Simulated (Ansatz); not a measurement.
Run this with Ansatz 0.2.0 through its Python package and show what comes out.

The script, `zns_disp.py`:
```python
import ansatz as az
import numpy as np

vectors0 = np.array([
    [1.929608, 1.11406, 22.045067],
    [-1.929608, 1.11406, 22.045067],
    [0.0, -2.228119, 22.045067],
])
sites = [
    ("Zn", (1.8e-05, 1.8e-05, 1.8e-05)),
    ("Zn", (0.714283, 0.714283, 0.714283)),
    ("Zn", (0.428565, 0.428565, 0.428565)),
    ("Zn", (0.809534, 0.809534, 0.809534)),
    ("Zn", (0.523827, 0.523827, 0.523827)),
    ("Zn", (0.904778, 0.904778, 0.904778)),
    ("Zn", (0.285719, 0.285719, 0.285719)),
    ("S", (0.035704, 0.035704, 0.035704)),
    ("S", (0.749962, 0.749962, 0.749962)),
    ("S", (0.464277, 0.464277, 0.464277)),
    ("S", (0.845231, 0.845231, 0.845231)),
    ("S", (0.559545, 0.559545, 0.559545)),
    ("S", (0.940443, 0.940443, 0.940443)),
    ("S", (0.321447, 0.321447, 0.321447)),
]


def crystal_on(cell):
    crystal = az.Crystal(lattice=az.Lattice.of(cell))
    for symbol, position in sites:
        crystal = crystal.atom(symbol, position)
    return crystal

atoms = [(site[0], site[1]) for site in sites]
print("dispersion energy and pressure at linear scale factors", (0.98, 1.0, 1.02))
for functional in (az.Functional.R2SCAN, az.Functional.PBESOL):
    for method in ("d3bj", "d4"):
        damping = az.dispersion_damping(method=method, xc=functional)
        line = []
        for scale in (0.98, 1.0, 1.02):
            term = az.pairwise_dispersion(vectors=(vectors0 * scale).tolist(), atoms=atoms, damping=damping, periodic=(True, True, True))
            line.append(f"{term.energy_ev / len(atoms):.4f} eV/atom, {np.trace(term.stress_gpa) / 3:.2f} GPa")
        print(functional.value, method, "|", " | ".join(line))
print("charges of the D4 model in the last cell:", np.round(term.partial_charges_e, 3))
```

`python zns_disp.py` gives:
```text
dispersion energy and pressure at linear scale factors (0.98, 1.0, 1.02)
zns_disp.py:37: DeckWarning: the engine holds no damping parameters fitted to this dispersion correction and functional, so the run takes those fitted to r2scan beside the three-body term, which d3bj leaves out (hamiltonian.dispersion, under Limitations)
  damping = az.dispersion_damping(method=method, xc=functional)
r2scan d3bj | -0.1510 eV/atom, -1.27 GPa | -0.1421 eV/atom, -1.12 GPa | -0.1339 eV/atom, -1.00 GPa
r2scan d4 | -0.1186 eV/atom, -0.93 GPa | -0.1121 eV/atom, -0.83 GPa | -0.1060 eV/atom, -0.74 GPa
pbesol d3bj | -0.2673 eV/atom, -2.23 GPa | -0.2517 eV/atom, -1.97 GPa | -0.2373 eV/atom, -1.76 GPa
pbesol d4 | -0.1814 eV/atom, -1.45 GPa | -0.1712 eV/atom, -1.29 GPa | -0.1617 eV/atom, -1.16 GPa
charges of the D4 model in the last cell: [ 0.493  0.493  0.493  0.494  0.493  0.493  0.493 -0.492 -0.493 -0.493
 -0.494 -0.493 -0.493 -0.493]
```

The structure comes from a database and needn't be a stable phase.
